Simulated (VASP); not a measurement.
# CdTe (F-43m) in VASP: a series of runs, part 2 of 2

VASP 6.6.1. Earlier steps stand in the parts before.

### 6 Relaxation of cell and atoms, PBEsol+D3(BJ)

Input file INCAR:

```
ALGO = Normal
EDIFF = 1E-6
EDIFFG = -0.005
ENCUT = 600
GGA = PS
IBRION = 2
ISIF = 3
ISMEAR = -1
IVDW = 12
LASPH = T
LCHARG = F
LREAL = F
LWAVE = F
NELM = 60
NSW = 80
PREC = Accurate
SIGMA = 0.05
```

Input file KPOINTS:

```
k-points
0
Gamma
  7 7 7
```

Input file POSCAR:

```
CdTe
1.0
    0.0000000000      3.2050000000      3.2050000000
    3.2050000000      0.0000000000      3.2050000000
    3.2050000000      3.2050000000      0.0000000000
Te Cd
1 1
Direct
    0.7500000000      0.7500000000      0.7500000000
    0.0000000000      0.0000000000      0.0000000000
```

Potentials or basis: VASP PAW PBE potentials, release 64 (Te, Cd).

Started as:

```console
cat potpaw_PBE.64/Te/POTCAR potpaw_PBE.64/Cd/POTCAR > POTCAR
mpirun -np 1 vasp_std > vasp.out
```

OUTCAR:

```text
EDIFF = 1E-6
   EDIFFG = -0.005
   ENCUT = 600
   GGA = PS
   IBRION = 2
   ISIF = 3
   ISMEAR = -1
   IVDW = 12
   LASPH = T
   LREAL = F
   NELM = 60
   NSW = 80
   PREC = Accurate
 IVDW          = 12

 ion  position               nearest neighbor table
   1  0.750  0.750  0.750-   2 2.78   2 2.78   2 2.78   2 2.78
   2  0.000  0.000  0.000-   1 2.78   1 2.78   1 2.78   1 2.78

  LATTYP: Found a face centered cubic cell.
 ALAT       =     6.4100000000

  Lattice vectors:

 A1 = (   0.0000000000,   3.2050000000,   3.2050000000)
 A2 = (   3.2050000000,   0.0000000000,   3.2050000000)
 A3 = (   3.2050000000,   3.2050000000,   0.0000000000)

Analysis of symmetry for initial positions (statically):
=====================================================================
 Subroutine PRICEL returns:
 Original cell was already a primitive cell.

 Routine SETGRP: Setting up the symmetry group for a
 face centered cubic supercell.

 Subroutine GETGRP returns: Found 24 space group operations
 (whereof 24 operations were pure point group operations)
 out of a pool of 48 trial point group operations.

The static configuration has the point symmetry T_d .

Analysis of symmetry for dynamics (positions and initial velocities):
=====================================================================
 Subroutine PRICEL returns:
 Original cell was already a primitive cell.

 Routine SETGRP: Setting up the symmetry group for a
 face centered cubic supercell.

 Subroutine GETGRP returns: Found 24 space group operations
 (whereof 24 operations were pure point group operations)
 out of a pool of 48 trial point group operations.

The dynamic configuration has the point symmetry T_d .

 Subroutine INISYM returns: Found 24 space group operations
 (whereof 24 operations are pure point group operations),
 and found     1 'primitive' translations

----------------------------------------------------------------------------------------

                                     Primitive cell
[... 85 lines left out ...]
   NELM   =     60;   NELMIN=  2; NELMDL= -5     # of ELM steps
   EDIFF  = 0.1E-05   stopping-criterion for ELM
   LREAL  =      F    real-space projection
   EDIFFG = -.5E-02   stopping-criterion for IOM
   NSW    =     80    number of steps for IOM
   IBRION =      2    ionic relax: 0-MD 1-quasi-New 2-CG
   NFREE  =      1    steps in history (QN), initial steepest desc. (CG)
   ISIF   =      3    stress and relaxation
   ISYM   =      2    0-nonsym 1-usesym 2-fastsym
   POTIM  = 0.5000    time-step for ionic-motion
   TEBEG  =    0.0;   TEEND  =   0.0 temperature during run
   PSTRESS=    0.0 pullay stress
   NELECT =      18.0000    total number of electrons
   NUPDOWN=      -1.0000    fix difference up-down
   EMIN   =  10.00;   EMAX   =-10.00  energy-range for DOS
   EFERMI =   0.00;   METHOD = LEGACY
   ISMEAR =    -1;   SIGMA  =   0.05  broadening in eV -4-tet -1-fermi 0-gaus
   EFERMI_NEDOS =   21; number of points for ismear=-14 and -15
   IALGO  =     38    algorithm
   IMIX   =      4    mixing-type and parameters
     AMIX     =   0.40;   BMIX     =  1.00
     AMIX_MAG =   1.60;   BMIX_MAG =  1.00
  volume/ion in A,a.u.               =      32.92       222.17
  Fermi-wavevector in a.u.,A,eV,Ry     =   1.062497  2.007828 15.359610  1.128899
  Thomas-Fermi vector in A             =   2.197950
   LORBIT       =      0    0 simple, 1 ext, 2 COOP (PROOUT), +10 PAW based schemes
   GGA     = PS    functional components
   LHFCALC =     F    Hartree Fock is set to
   AEXX    =    0.0000 exact exchange contribution
   IVDW    =    12    specifies the selected vdW correction
   LEPSILON=     F    determine dielectric tensor
   LRPA    =     F    only Hartree local field effects (RPA)
 conjugate gradient relaxation of ions
 non-spin polarized calculation
  energy-cutoff  :      600.00
  volume of cell :       65.84
 maximum number of plane-waves:      2213
   NGX = 19   NGY = 19   NGZ = 19

--------------------------------------- Ionic step        1  -------------------------------------------

 number of electron      17.9999995 magnetization

 Free energy of the ion-electron system (eV)
  ---------------------------------------------------
  ext. energy  EPLUGINS =         0.00000000
  ---------------------------------------------------
  free energy    TOTEN  =        -5.47264308 eV

  energy without entropy =       -5.47263834  energy(sigma->0) =       -5.47264071

------------------------ aborting loop because EDIFF is reached ----------------------------------------

 Edisp (eV)   -0.69339

 E8    (eV) :    -0.4703
[... 71 lines left out ...]
--------------------------------------- Ionic step        3  -------------------------------------------

 number of electron      17.9999995 magnetization

 Free energy of the ion-electron system (eV)
  ---------------------------------------------------
  ext. energy  EPLUGINS =         0.00000000
  ---------------------------------------------------
  free energy    TOTEN  =        -5.47460113 eV

  energy without entropy =       -5.47459603  energy(sigma->0) =       -5.47459858

 E-fermi :   2.9001     XC(G=0):  -8.9160

 val. band max:        2.4931640779   @ k =   0.0000   0.0000   0.0000
 cond. band min:       3.2455083602   @ k =   0.0000   0.0000   0.0000
 fundamental gap:      0.7523442822
 Fermi energy:         2.9001090233

 k-point     1 :       0.0000    0.0000    0.0000
  band No.  band energies     occupation
      1      -8.8987      2.00000
      2      -5.8759      2.00000
      3      -5.8759      2.00000
      4      -5.8759      2.00000
      5      -5.5875      2.00000
      6      -5.5875      2.00000
      7       2.4932      1.99942
      8       2.4932      1.99942
      9       2.4932      1.99942
     10       3.2455      0.00200
     11       7.0150      0.00000
     12       7.0150      0.00000
     13       7.0150      0.00000
[... 335 lines left out ...]
  FREE ENERGIE OF THE ION-ELECTRON SYSTEM (eV)
  ---------------------------------------------------
  free  energy   TOTEN  =        -6.1661007334 eV

  energy  without entropy=       -6.1660956257  energy(sigma->0) =       -6.16609818

 reached required accuracy - stopping structural energy minimisation
```

CONTCAR:

```text
CdTe
   1.00000000000000
     0.0000000000000000    3.2079109154756797    3.2079109154756797
     3.2079109154756797    0.0000000000000000    3.2079109154756797
     3.2079109154756797    3.2079109154756797   -0.0000000000000000
  Te              Cd
     1     1
Direct
     0.7500000000000000    0.7500000000000000    0.7500000000000000
     0.0000000000000000    0.0000000000000000    0.0000000000000000

  0.00000000E+00  0.00000000E+00  0.00000000E+00
  0.00000000E+00  0.00000000E+00  0.00000000E+00
```

Wall time 40 s (1 thread of Intel Xeon Platinum 8259CL at 2.50GHz (Skylake/Cascade Lake), shared host); peak memory 0.24 GiB.

Results:

| Property | Result |
| --- | --- |
| Free energy | -6.1661 eV |
| Relaxed volume | 33.01 Å³/atom |
| Relaxed cell | a = 4.537 Å, b = 4.537 Å, c = 4.537 Å, α = 60.00°, β = 60.00°, γ = 60.00° |
| Space group after relaxing (to 0.1 Å) | F-43m (No. 216) |
| Energy gained by relaxing | 0.0 meV/atom |
| Ionic steps | 3 |
| Pressure after relaxing | 0.0 GPa |
| Band gap on the k mesh | 0.75 eV |
| Dispersion energy per atom | -0.346 eV |

Final structure:
```
Te Cd
1.0
     0.00000    3.20791    3.20791
     3.20791    0.00000    3.20791
     3.20791    3.20791    0.00000
Te Cd
1 1
Direct
  0.75000 0.75000 0.75000
  0.00000 0.00000 0.00000
```

Caveat: the PAW data sets were made with another functional, which shifts forces and pressure a little; spin-orbit coupling is left out, which moves the levels of the heavy elements.

### 7 Overview

```csv
task,level,potentials or basis,cell,cutoff (eV),smearing,gap on the mesh (eV),pressure (GPa),relaxed volume (Å³/atom)
single point,LDA,"VASP PAW LDA potentials, release 64 (Te, Cd)","a = 4.533 Å, angles 60.0°, 2 atoms",520,fermi-dirac 0.05 eV,0.65,0.2,-
single point,PBE,"VASP PAW PBE potentials, release 64 (Te, Cd)","a = 4.533 Å, angles 60.0°, 2 atoms",520,gaussian 0.018 eV,0.87,4.4,-
single point,revPBE+D3(BJ),"VASP PAW PBE potentials, release 64 (Te, Cd)","a = 4.588 Å, angles 60.0°, 2 atoms",520,fermi-dirac 0.05 eV,0.87,0.1,-
relaxation of cell and atoms,revPBE+D3(BJ),"VASP PAW PBE potentials, release 64 (Te, Cd)","relaxed from a = 4.533 Å, angles 60.0°, 2 atoms",600,fermi-dirac 0.05 eV,0.87,0.0,34.21
relaxation of cell and atoms,PBEsol+D3(BJ),"VASP PAW PBE potentials, release 64 (Te, Cd)","relaxed from a = 4.533 Å, angles 60.0°, 2 atoms",600,fermi-dirac 0.05 eV,0.75,0.0,33.01
```

Alike in all rows: no spin polarisation; k mesh 7 × 7 × 7.

Caveats: spin-orbit coupling is left out, which moves the levels of the heavy elements; the PAW data sets were made with another functional, which shifts forces and pressure a little (at least some runs); the cell stands under pressure (at least some runs).

Absolute energies hang on the potentials; compare differences alone.

### 8 How close it comes

Step 2. A measured gap of CdTe is 1.607 eV (0 K; a printed reference work, data compilation); the calculated 0.65 eV misses it by -0.95 eV. Spin-orbit coupling on Cd, Te is left out. The value is that of LDA, without temperature or zero-point motion. Semilocal functionals fall short of measured gaps as a rule.

Step 4. Against the measured gap of CdTe, 1.607 eV (0 K; a printed reference work, data compilation), the calculated 0.87 eV is off by -0.74 eV. Spin-orbit coupling on Cd, Te is left out. The value is that of revPBE+D3(BJ), without temperature or zero-point motion. Semilocal functionals fall short of measured gaps as a rule.
